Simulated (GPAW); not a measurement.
Runs of GPAW 26.7.0 on ZnSe (Stilleite). Symmetry: F-43m, No. 216, cubic system. The conventional cell has a = 5.630 Å, b = 5.630 Å, c = 5.630 Å, α = 90.00°, β = 90.00°, γ = 90.00°. Around Se (site symmetry -43m) lie 4 Zn at 2.44 Å. Zn (site symmetry -43m) is surrounded by 4 Se at 2.44 Å. 

```csv
task,level,potentials or basis,cell,k mesh,cutoff (eV),smearing,response ecut,maxiter,response k mesh,response bands,kernels,gap on the mesh (eV)
dielectric tensor,LDA,"the program's PAW data sets (release 1.2.1) made for this functional, pw","F-43m, 22.3 Å³/atom",7 × 7 × 7,500,fermi-dirac 0.001 eV,80 eV,150,20 × 20 × 20,29,["RPA"],1.13
single point,PBE0,"GPAW PAW data sets (gpaw-data 1.2.1), pw","F-43m, 22.76 Å³/atom",6 × 6 × 6,450,fermi-dirac 0.05 eV,-,60,-,-,-,(a)
dielectric tensor,LDA,"the program's PAW data sets (release 1.2.1) made for this functional, pw","F-43m, 22.76 Å³/atom",7 × 7 × 7,500,fermi-dirac 0.001 eV,80 eV,150,20 × 20 × 20,29,["RPA"],1.04
dielectric tensor,LDA,"the program's PAW data sets (release 1.2.1) made for this functional, pw","F-43m, 21.39 Å³/atom",7 × 7 × 7,500,fermi-dirac 0.001 eV,80 eV,150,20 × 20 × 20,29,["RPA"],1.30
single point,HSE06,"GPAW PAW data sets (gpaw-data 1.2.1), pw","F-43m, 22.76 Å³/atom",6 × 6 × 6,450,fermi-dirac 0.05 eV,-,60,-,-,-,2.29
single point,LDA,"the program's PAW data sets (release 1.2.1) made for this functional, pw","F-43m, 22.76 Å³/atom",7 × 7 × 7,500,fermi-dirac 0.05 eV,-,120,-,-,-,1.04
```

Alike in all rows: no spin polarisation.

**Question.** Fill in the values left out.

**Answer.** (a) 3.03.

Caveats: the long-wavelength limit can be off by several per cent where d states take part (some runs); the PAW data sets were made with another functional, which shifts forces and pressure a little (some runs); the cutoff is short for stress and forces, so pressures can be off by a GPa or more (some runs).

A k mesh can miss the band edges, and the runs leave out spin-orbit coupling on Se.

Runs at the PBE level aren't shown here.
